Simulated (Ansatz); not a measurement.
# Random displacements in AlN

These are results of DFT PBE, scalar-relativistic, plane waves, PAW (Ansatz 0.2.0), not measurements. Cutoff 420 eV, Γ-centred 6×6×4 k-points, Gaussian smearing of 0.05 eV. The mesh is coarse. No spin polarisation. Energies are free energies at this smearing, counted from the undisturbed cell; pressure is positive in compression.

The starting cell (as given, not relaxed at this level):

```
Al N
1.0
     3.11100    0.00000    0.00000
    -1.55550    2.69421    0.00000
     0.00000    0.00000    4.97800
Al N
2 2
Cartesian
  0.0000 1.7961 0.0000
  1.5555 0.8981 2.4890
  0.0000 1.7961 1.9165
  1.5555 0.8981 4.4055
```

The atoms are displaced (Å, in the unstrained cell):

| atom | ux | uy | uz |
| --- | --- | --- | --- |
| Al1 | 0.103 | -0.077 | 0.326 |
| Al2 | -0.293 | 0.082 | -0.709 |
| N3 | 0.320 | -0.244 | 0.380 |
| N4 | -0.130 | 0.239 | 0.003 |

The cell is not strained.

Task: What are the energy change, the stress and the forces?

Result: ΔE = 4547.7 meV/atom; stress (xx, yy, zz, yz, xz, xy; compression positive) (201.50, 74.96, 57.17, 55.91, -90.19, -118.73) GPa; gap on the mesh 1.30 eV.
```
atom Fx (eV/Å) Fy Fz
 Al1      -7.07    3.76   -7.56
 Al2      50.99  -30.55  -15.31
  N3     -48.17   29.24   18.59
  N4       4.26   -2.45    4.28
```

Cost: 1 run of about 0.058 core-minutes, on Arm Neoverse V2 (shared hosts).